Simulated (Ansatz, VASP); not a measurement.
Two plane-wave programs on SiC

```xyz
2
Lattice="0.0000 2.1770 2.1770 2.1770 0.0000 2.1770 2.1770 2.1770 0.0000" Properties=species:S:1:pos:R:3 pbc="T T T"
Si    1.0885    1.0885    1.0885
C     0.0000    0.0000    0.0000
```

The cell is a database's computed one.

Alike in both runs: task single point; functional PBE; k mesh 8 × 8 × 8; occupations gaussian, width 0.1 eV; no spin polarisation.

|  | VASP | Ansatz |
| --- | --- | --- |
| version | VASP 6.6.1 | Ansatz 0.2.0 |
| potentials or method | VASP PAW PBE potentials, release 64 (Si, C) | scalar-relativistic, plane waves, PAW |
| plane-wave cutoff (eV) | 520 | 420 |
| valence electrons in the cell | 8 | 8 |

```csv
,VASP,Ansatz,Ansatz less VASP
gap on the k mesh at the Fermi level (eV),1.35,1.36,+0.003
least direct gap on the mesh (eV),4.54,4.55,+0.004
pressure (GPa),3.8,3.9,+0.05
```

The functional is the same, so the differences come from potentials, cutoffs and numerics.

A k mesh can miss the band edges. A hybrid or GW would open this gap; PBE tends to underestimate it.
